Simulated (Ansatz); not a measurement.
Level of theory: Ansatz, DFT PBE, scalar-relativistic, plane waves, PAW. All cells share a 420 eV cutoff and Γ-centred k meshes spaced at most about 0.3 Å⁻¹ (about 0.25 or finer for metals, 2π included). No spin polarisation.

All energies are static (0 K, no zero-point motion).

Question: Order these relaxed structures of SiGe₅ by energy, lowest first, with the energy over the lowest of them.
A.

```cif
data_structure
_symmetry_space_group_name_H-M 'P4/mmm'
_symmetry_Int_Tables_number 123
_cell_length_a 3.2253
_cell_length_b 3.2253
_cell_length_c 10.7638
_cell_angle_alpha 90.000
_cell_angle_beta 90.000
_cell_angle_gamma 90.000
_cell_volume 111.97
loop_
_atom_site_label
_atom_site_type_symbol
_atom_site_symmetry_multiplicity
_atom_site_Wyckoff_symbol
_atom_site_fract_x
_atom_site_fract_y
_atom_site_fract_z
_atom_site_occupancy
Si1 Si 1 a 0.00000 0.00000 0.00000 1
Ge1 Ge 2 g 0.00000 0.00000 0.67093 1
Ge2 Ge 2 h 0.50000 0.50000 0.85428 1
Ge3 Ge 1 d 0.50000 0.50000 0.50000 1
```

B.

```cif
data_structure
_symmetry_space_group_name_H-M 'F-43m'
_symmetry_Int_Tables_number 216
_cell_length_a 7.8005
_cell_length_b 7.8005
_cell_length_c 7.8005
_cell_angle_alpha 90.000
_cell_angle_beta 90.000
_cell_angle_gamma 90.000
_cell_volume 474.65
loop_
_atom_site_label
_atom_site_type_symbol
_atom_site_symmetry_multiplicity
_atom_site_Wyckoff_symbol
_atom_site_fract_x
_atom_site_fract_y
_atom_site_fract_z
_atom_site_occupancy
Si1 Si 4 a 0.00000 0.00000 0.00000 1
Ge1 Ge 4 c 0.25000 0.25000 0.25000 1
Ge2 Ge 16 e 0.12520 0.37480 0.87480 1
```

C.

```cif
data_structure
_symmetry_space_group_name_H-M 'P-62m'
_symmetry_Int_Tables_number 189
_cell_length_a 5.0718
_cell_length_b 5.0718
_cell_length_c 5.0318
_cell_angle_alpha 90.000
_cell_angle_beta 90.000
_cell_angle_gamma 120.000
_cell_volume 112.09
loop_
_atom_site_label
_atom_site_type_symbol
_atom_site_symmetry_multiplicity
_atom_site_Wyckoff_symbol
_atom_site_fract_x
_atom_site_fract_y
_atom_site_fract_z
_atom_site_occupancy
Si1 Si 1 a 0.00000 0.00000 0.00000 1
Ge1 Ge 2 c 0.33333 0.66667 0.00000 1
Ge2 Ge 3 g 0.67257 0.67257 0.50000 1
```

Answer: A (0 meV/atom), C (15 meV/atom), B (174 meV/atom). Forms: A P4/mmm; C P-62m; B F-43m. Counting Ge atoms around Si (those within 1.25 times the shortest such distance or 1.15 times the sum of covalent radii, 1.27 where that leaves under three; the shortest distance is added where it exceeds 1.18 times the sum of covalent radii): A has Si 8 from 2.8 Å; C has Si 12 from 2.9 Å; B has Si 16 from 3.2 Å. All come from invented guesses. The lowest form computed isn't among them: it has Si and Ge ordered on diamond sites, space group Imm2 (No. 44), 23.2 Å³/atom and lies 0.37 eV/atom below the best shown. Even the lowest of the cells shown lies +0.38 eV/atom against the elements.

For metals, differences of a few meV/atom aren't resolved. Cells relaxed within their symmetry can be saddle points. Some candidate types were left out of the draw beforehand, so a known form may be missing.
